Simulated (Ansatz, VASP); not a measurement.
**TiC: VASP beside Ansatz**

Contents of INCAR:

```
SYSTEM = TiC
PREC = Accurate
ENCUT = 520
EDIFF = 1E-7
ISMEAR = -1
SIGMA = 0.03
LREAL = .FALSE.
LASPH = .TRUE.
NELM = 80
ALGO = Normal
ISIF = 2
LWAVE = .FALSE.
LCHARG = .FALSE.
GGA = PE
NBANDS = 15
```

Contents of KPOINTS:

```
Automatic mesh
0
G
  16 16 16
  0 0 0
```

Contents of POSCAR:

```
TiC
1.0
    0.0000000000      2.1924769499      2.1924769499
    2.1924769499      0.0000000000      2.1924769499
    2.1924769499      2.1924769499      0.0000000000
Ti C
1 1
Direct
    0.0000000000      0.0000000000      0.0000000000
    0.5000000000      0.5000000000      0.5000000000
```

Input for Ansatz:

```yaml
crystal:
  lattice:
    - [0.0, 2.1924769499, 2.1924769499]
    - [2.1924769499, 0.0, 2.1924769499]
    - [2.1924769499, 2.1924769499, 0.0]
  atoms:
    - { symbol: Ti, position: [0.0, 0.0, 0.0] }
    - { symbol: C, position: [0.5, 0.5, 0.5] }
kpoints:
  mp_grid: { grid: [16, 16, 16] }
  band_path:
    path:
      - [0.0, 0.0, 0.0]
      - [0.5, 0.0, 0.5]
      - [0.625, 0.25, 0.625]
      - [0.375, 0.375, 0.75]
      - [0.0, 0.0, 0.0]
      - [0.5, 0.5, 0.5]
      - [0.5, 0.25, 0.75]
      - [0.5, 0.0, 0.5]
    npoints: 5
scf:
  occupations: { method: fermi_dirac, width: 0.03 }
hamiltonian:
  xc: pbe
  pseudopotentials: { kind: all_electron, lapw: { basis_error: 0.001 } }
output:
  forces: true
  stress: true
  eigenvalues: true
```

Change from the starting cell: volume scaled by 1.04.

Alike in both runs: task single point; functional PBE; k mesh 16 × 16 × 16; occupations fermi-dirac, width 0.03 eV; no spin polarisation.

```csv
,VASP,Ansatz
version,VASP 6.6.1,Ansatz 0.2.0
potentials or method,"VASP PAW PBE potentials, release 64 (Ti_sv, C)","all-electron LAPW, scalar-relativistic"
plane-wave cutoff (eV),520,see its input
```

Ansatz gave:

* pressure (GPa): -8.4

**Question.** What did VASP give for the same quantities?

**Answer.** Pressure (GPa): -8.1.

Ansatz ran all-electron here, so the differences hold the error of VASP's frozen core and of both bases.
